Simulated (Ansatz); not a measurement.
# O (fcc type): the cost of one run

Program: Ansatz 0.2.0. Level of theory: DFT PBE, with the methods named in each step. These are calculated values, not measurements.

1 further run of the same task is left out (it didn't finish).

**1. Starting point**

Symmetry: Fm-3m, No. 225, cubic system. Conventional cell: a = 3.178 Å, b = 3.178 Å, c = 3.178 Å, α = 90.00°, β = 90.00°, γ = 90.00°. O (site symmetry m-3m) has 12 O at 2.25 Å as nearest neighbours.

As a file:

```cif
data_structure
_symmetry_space_group_name_H-M 'P 1'
_symmetry_Int_Tables_number 1
_cell_length_a 2.2472
_cell_length_b 2.2472
_cell_length_c 2.2472
_cell_angle_alpha 60.000
_cell_angle_beta 60.000
_cell_angle_gamma 60.000
_cell_volume 8.02
loop_
_atom_site_label
_atom_site_type_symbol
_atom_site_fract_x
_atom_site_fract_y
_atom_site_fract_z
_atom_site_occupancy
O1 O 0.00000 0.00000 0.00000 1
```

Whether this phase is the stable one at these pressures isn't tested.

**2. The reference volume, LAPW**

input.yaml reads:

```yaml
crystal:
  lattice:
    - [0.0, 1.5890023985, 1.5890023985]
    - [1.5890023985, 0.0, 1.5890023985]
    - [1.5890023985, 1.5890023985, 0.0]
  atoms:
    - { symbol: O, position: [0.0, 0.0, 0.0] }
kpoints:
  mp_grid: { grid: [20, 20, 20] }
  band_path:
    path:
      - [0.0, 0.0, 0.0]
      - [0.5, 0.0, 0.5]
      - [0.625, 0.25, 0.625]
      - [0.375, 0.375, 0.75]
      - [0.0, 0.0, 0.0]
      - [0.5, 0.5, 0.5]
      - [0.5, 0.25, 0.75]
      - [0.5, 0.0, 0.5]
    npoints: 14
scf:
  occupations: { method: fermi_dirac, width: 0.1 }
hamiltonian:
  xc: pbe
  pseudopotentials: { kind: all_electron, lapw: { basis_error: 0.001 } }
output:
  forces: true
  stress: true
  eigenvalues: true
  populations: true
  dos: { projected: true, de: 0.2, e_range: [-14, 8] }
```

On the command line:

```console
ansatz run input.yaml --threads 1 --pin off --max-ram 2048MiB --backend cpu --events-out ev --progress --plain --runs-dir out
```

Q: Estimate wall time and peak memory on 1 thread of Intel Xeon Platinum 8375C at 2.90GHz (Ice Lake), shared host.

About 7.3 s, with a peak of 0.29 GiB.
